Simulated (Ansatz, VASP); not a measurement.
**AlGaP2 (generalised stacking fault on (111) (glide set) of a GaP-AlP solid solution) in two plane-wave programs**

One calculation is typed for both programs; each brings its own data sets. How far apart do they land? The cell is taken from a series of runs on this material, whose earlier steps may have relaxed, scaled, displaced or heated it; both programs get it as it stands.

Main program and level: Ansatz 0.2.0; plane waves, with VASP 6.6.1 beside it; single point at LDA.

## (1) The structure

The cell holds 72 atoms: 18 Al, 36 P and 18 Ga. Its edges and angles: a = 6.683 Å, b = 11.576 Å, c = 20.062 Å, α = 90.0°, β = 72.2°, γ = 90.0°. As first built, before any earlier steps moved the atoms (in the runner's words): zinc-blende GaP (a = 5.4569 A), cell with z along [111], 1 x 3 x 2 periods; the third cell vector is tilted by 0.917 of 1/2[11-2] and lengthened by 0.2 A, so the cell holds one fault (glide set); displaced by a Gaussian of 0.01 A; 18 of 36 Ga sites given to Al at random (lattice constant by Vegard's rule between GaP and AlP). The structure's axis is c.

## (2) VASP: single point, LDA

A single point gives forces, pressure and levels at one fixed geometry, so differences don't come from the geometry; what else differs is listed under the comparison.

Lines of VASP's logs that name or quote its potential files are left out, and so is its time.

INCAR

```
SYSTEM = AlGaP2
PREC = Accurate
ENCUT = 500
EDIFF = 1E-06
NELM = 120
ISMEAR = -1
SIGMA = 0.05
LREAL = Auto
ALGO = Normal
GGA = PW92
NBANDS = 288
LORBIT = 11
LWAVE = .FALSE.
LCHARG = .FALSE.
ISIF = 2
LASPH = .TRUE.
GGA_COMPAT = .FALSE.
EFERMI = MIDGAP
KPAR = 2
```

POSCAR

```
AlGaP2
1.0
    6.6833100000      0.0000000000      0.0000000000
    0.0000000000     11.5758300000      0.0000000000
    6.1263900000      0.0000000000     19.1032600000
Al P Ga
18 36 18
Direct
    0.4816800000      0.1646900000      0.0197000000
    0.1643200000      0.0002600000      0.1853300000
    0.4808900000      0.5002500000      0.0199300000
    0.9819200000      0.3329200000      0.0212000000
    0.3457800000      0.3335400000      0.3498300000
    0.2118200000      0.1657700000      0.6797200000
    0.7104300000      0.9997900000      0.6800100000
    0.6644900000      0.8340000000      0.1855300000
    0.1612900000      0.6665600000      0.1848700000
    0.3493300000      0.6667700000      0.3508800000
    0.0259000000      0.4999700000      0.5159500000
    0.2087000000      0.4990800000      0.6809400000
    0.5278300000      0.3339400000      0.5150200000
    0.7105900000      0.3350300000      0.6796800000
    0.3902600000      0.1675100000      0.8453900000
    0.8420700000      0.8313900000      0.3507900000
    0.0253000000      0.8320700000      0.5154900000
    0.3957100000      0.8348600000      0.8441300000
    0.3714500000      0.1667900000      0.1437800000
    0.5523500000      0.1684100000      0.3094700000
    0.8629300000      0.9999400000      0.1452900000
    0.0492600000      0.9999200000      0.3089700000
    0.2312100000      0.9981900000      0.4750800000
    0.3677100000      0.5001900000      0.1441200000
    0.5507800000      0.4990700000      0.3082100000
    0.8664600000      0.3325000000      0.1441900000
    0.0500700000      0.3330400000      0.3097400000
    0.2355700000      0.3338300000      0.4733500000
    0.7329600000      0.1658900000      0.4731600000
    0.9133700000      0.1671300000      0.6388100000
    0.0942300000      0.1681200000      0.8043200000
    0.4137700000      0.0003800000      0.6379500000
    0.5970700000      0.9996400000      0.8030900000
    0.7786800000      0.9991300000      0.9693000000
    0.3674100000      0.8322700000      0.1445200000
    0.5486400000      0.8336600000      0.3098000000
    0.8680900000      0.6676900000      0.1443800000
    0.0502200000      0.6655200000      0.3099600000
    0.2322100000      0.6669500000      0.4743400000
    0.7313600000      0.4998800000      0.4754500000
    0.9141600000      0.5002400000      0.6390900000
    0.0956000000      0.5003300000      0.8038400000
    0.4143100000      0.3328000000      0.6399800000
    0.5963900000      0.3329500000      0.8058100000
    0.7814900000      0.3320100000      0.9689400000
    0.2780600000      0.1675100000      0.9684800000
    0.7322000000      0.8343300000      0.4735900000
    0.9124000000      0.8338100000      0.6392800000
    0.0945600000      0.8353400000      0.8037500000
    0.4149300000      0.6663100000      0.6391000000
    0.5945200000      0.6661800000      0.8038000000
    0.7799400000      0.6669300000      0.9682500000
    0.2757800000      0.4992200000      0.9710400000
    0.2774800000      0.8330100000      0.9696400000
    0.6617600000      0.1670700000      0.1856700000
    0.9824500000      0.0008600000      0.0202000000
    0.3433100000      0.0005700000      0.3510900000
    0.6614500000      0.4992900000      0.1855400000
    0.1632500000      0.3334600000      0.1851100000
    0.8468600000      0.1651800000      0.3497200000
    0.0256000000      0.1669800000      0.5150500000
    0.5274700000      0.9989800000      0.5155100000
    0.8928600000      0.0002900000      0.8455600000
    0.4808000000      0.8322700000      0.0207500000
    0.9807200000      0.6670800000      0.0211000000
    0.8478600000      0.4993000000      0.3495300000
    0.8904000000      0.3315000000      0.8458100000
    0.2073700000      0.8326200000      0.6808400000
    0.5244200000      0.6674100000      0.5157900000
    0.7126900000      0.6659700000      0.6786500000
    0.8928400000      0.6663400000      0.8450400000
    0.3924300000      0.5002500000      0.8460600000
```

KPOINTS

```
Automatic mesh
0
Gamma
2 1 1
0 0 0
```

Potentials, in the order of the species: Al, P and Ga_d (LDA family, release 64).

Run with:

```sh
$ mpirun -np 8 vasp_std
```

Numbers of over 12 decimals in the logs are rounded to 6 here.

The program printed:

```text
[banner, memory and clock lines left out]
running    8 mpi-ranks, on    1 nodes
[...]
|                                                                             |
|           W    W    AA    RRRRR   N    N  II  N    N   GGGG   !!!           |
|           W    W   A  A   R    R  NN   N  II  NN   N  G    G  !!!           |
|           W    W  A    A  R    R  N N  N  II  N N  N  G       !!!           |
|           W WW W  AAAAAA  RRRRR   N  N N  II  N  N N  G  GGG   !            |
|           WW  WW  A    A  R   R   N   NN  II  N   NN  G    G                |
|           W    W  A    A  R    R  N    N  II  N    N   GGGG   !!!           |
|                                                                             |
|     For optimal performance we recommend to set                             |
|       NCORE = 2 up to number-of-cores-per-socket                            |
|     NCORE specifies how many cores store one orbital (NPAR=cpu/NCORE).      |
|     This setting can greatly improve the performance of VASP for DFT.       |
[...]
|                                                                             |
|     You enforced a specific xc type in the INCAR file but a different       |
|     [... a line on the potential file left out ...]
|     I HOPE YOU KNOW WHAT YOU ARE DOING!                                     |
|                                                                             |

 LDA part: xc-table for (Slater(with rela. corr.)+PW92), standard interpolation
 POSCAR, INCAR and KPOINTS ok, starting setup
[...]
entering main loop
       N       E                     dE             d eps       ncg     rms          rms(c)
DAV:   1     0.501451378818E+04    0.50145E+04   -0.16896E+05  1152   0.187E+03
DAV:   2     0.829865889714E+03   -0.41846E+04   -0.40518E+04  1200   0.518E+02
DAV:   3    -0.263476875089E+03   -0.10933E+04   -0.10052E+04  1504   0.198E+02
DAV:   4    -0.386935498057E+03   -0.12346E+03   -0.12120E+03  1488   0.624E+01
[...]
DAV:  15    -0.379332081942E+03   -0.19783E-04   -0.40826E-04  1480   0.143E-01    0.253E-02
DAV:  16    -0.379332112590E+03   -0.30648E-04   -0.31690E-04  1752   0.416E-02    0.277E-02
DAV:  17    -0.379332113239E+03   -0.64894E-06   -0.63999E-06   952   0.897E-03
   1 F= -.37933211E+03 E0= -.37933040E+03  d E =-.342655E-02
```

OUTCAR, selected parts (step 2):

```text
 POSITION                                       TOTAL-FORCE (eV/Angst)
 -----------------------------------------------------------------------------------
      3.33991      1.90642      0.37633         7.219609     -0.069609      2.363682
      2.23361      0.00301      3.54041        -0.116699      0.030248     -0.053529
      3.33604      5.79081      0.38073         8.068974      0.024708      2.720811
      6.69236      3.85383      0.40499         7.129703      0.064768      2.273234
      4.45415      3.86100      6.68289         0.040875      0.006408      0.104756
      5.57989      1.91893     12.98487        -0.195619      0.089857      0.169012
      8.91403     11.57340     12.99041        -0.140356      0.102270     -0.035233
      5.57762      9.65424      3.54423        -0.246670     -0.116167      0.103789
      2.21054      7.71599      3.53162         0.146558     -0.076760      0.233523
      4.48431      7.71842      6.70295        -0.191991     -0.115687     -0.031101
      3.33401      5.78757      9.85633         0.183768     -0.017210     -0.095307
      5.56651      5.77727     13.00817         0.076879      0.092217     -0.038596
      6.68286      3.86563      9.83856         0.090713     -0.179224      0.182611
      8.91308      3.87825     12.98410         0.032176     -0.186691      0.415328
[...]
-----------------------------------------------------------------------------------
    total drift:                                0.016520      0.003824     -0.007605

  FREE ENERGIE OF THE ION-ELECTRON SYSTEM (eV)
  ---------------------------------------------------
  free  energy   TOTEN  =      -379.3321132391 eV

  energy  without entropy=     -379.3286866868  energy(sigma->0) =     -379.33039996
```

The run ends at a pressure of -0.12 GPa, with forces up to 8.6 eV/Å.

(Continued in part 2 of 2.)

[Lines on the potential files, build, host, timing and source positions are cut from VASP's logs without a mark.]

[Logs are printed without paths, hosts, clocks, repeated set-up lines and the standing remarks that a program may print on its own settings, such as how far it seeks lower states.]

[Hosts, paths, dates, database ids (printed as entryN), source tags and the programs' standing remarks are cut or masked in the printed files.]
